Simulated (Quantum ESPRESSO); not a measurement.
Ti:

```xyz
2
Lattice="2.9500 0.0000 0.0000 -1.4750 2.5548 0.0000 0.0000 0.0000 4.6800" Properties=species:S:1:pos:R:3 pbc="T T T"
Ti    1.4750    0.8516    3.5100
Ti    0.0000    1.7032    1.1700
```

Program: Quantum ESPRESSO 7.5. Alike in all runs: no spin polarisation; cell as given; smearing fermi-dirac 0.05 eV.

**Question.** Order these runs on this cell by their pressure, lowest first.
A. level LDA; potentials or basis PseudoDojo 0.4.1 SR LDA standard; k mesh 8 × 8 × 5; cutoff (eV) 1143; k mesh for the Wannier functions 6 × 6 × 4; form of the LDA correlation PW92
B. level PBE; potentials or basis JTH 2.0 PBE; k mesh 8 × 8 × 4; cutoff (eV) 490; iterations 0; k mesh for the Wannier functions 6 × 6 × 4
C. level PBEsol; potentials or basis PseudoDojo 0.4.1 SR PBEsol standard; k mesh 10 × 10 × 6; cutoff (eV) 1143

**Answer.** A (-9.7 GPa), C (-5.6 GPa), B (-1.2 GPa).

Caveats: the cutoff is low for these files, which shifts pressure and relaxed volume (some runs); the Wannier minimisation didn't converge (some runs).

Not every run made on this cell is shown here.
